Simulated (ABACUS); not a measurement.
Wanted: the native input for an ABACUS 3.10.1 run.

| Quantity | Value |
| --- | --- |
| Task | relaxation of cell and atoms |
| Functional | revPBE |
| Potentials or basis | SG15 ONCV 1.2 PBE |
| Cutoff | 1116 eV |
| Density cutoff | 4463 eV |
| Basis | plane waves |
| k mesh | 10 × 10 × 10 |
| Occupations | fermi-dirac, width 0.05 eV |
| Spin | no spin polarisation |
| Max steps of the relaxation | 60 |
| Force threshold | 0.005 eV/Å |
| Optimiser | cg |
| Stress threshold | 1 kbar |
| Radial cutoff of the potentials (pseudo_rcut) | 10 bohr |
| SCF threshold on the density | 1e-08 |
| Max SCF steps | 100 |
| Eigensolver | dav |
| Mixing | broyden |
| Mixing share | 0.7 |
| Symmetry key | 1 |
| Bands | 13 |

Crystal: Pd.

```
Pd
1.0
     0.00000    1.94650    1.94650
     1.94650    0.00000    1.94650
     1.94650    1.94650    0.00000
Pd
1
Direct
  0.00000 0.00000 0.00000
```

One way to write it, as run:

INPUT

```
INPUT_PARAMETERS
suffix              Pd
calculation         cell-relax
basis_type          pw
pseudo_dir          ./
symmetry            1
dft_functional      revpbe
ecutwfc             82
pseudo_rcut         10
nspin               1
nbands              13
ks_solver           dav
smearing_method     fd
smearing_sigma      0.00367493
scf_thr             1e-08
scf_nmax            100
mixing_type         broyden
mixing_beta         0.7
cal_force           1
cal_stress          1
relax_nmax          60
force_thr_ev        0.005
relax_method        cg
out_stru            1
stress_thr          1
kpar                4
```

STRU

```
ATOMIC_SPECIES
Pd 106.4200 Pd_ONCV_PBE-1.2.upf

LATTICE_CONSTANT
5.2019751464

LATTICE_VECTORS
0.0000000000 0.7071067812 0.7071067812
0.7071067812 0.0000000000 0.7071067812
0.7071067812 0.7071067812 0.0000000000

ATOMIC_POSITIONS
Cartesian

Pd
0.0
1
0.0000000000 0.0000000000 0.0000000000 1 1 1
```

KPT

```
K_POINTS
0
Gamma
10 10 10 0 0 0
```

Potentials or basis: SG15 ONCV 1.2 PBE, plane waves.

The run is started by

```console
$ OMP_NUM_THREADS=1 mpirun -np 4 abacus > log
```

It gave:

| Property | Result |
| --- | --- |
| Relaxed volume | 15.62 Å³/atom |
| Relaxed cell | a = 2.806 Å, b = 2.806 Å, c = 2.806 Å, α = 60.00°, β = 60.00°, γ = 60.00° |
| Space group after relaxing (to 0.05 Å) | Fm-3m (No. 225) |
| Energy gained by relaxing | 26.3 meV/atom |
| Ionic steps | 6 |
| Pressure after relaxing | 0.0 GPa |
| Band gap on the k mesh | none (metal or under the smearing width) |

Caveat: the potentials were made for another functional, which shifts forces and pressure.

Wall time 14 s on 4 MPI ranks on Intel(R) Xeon(R) Platinum 8488C (Sapphire Rapids), with other jobs on the host, peak memory 0.36 GiB a rank.
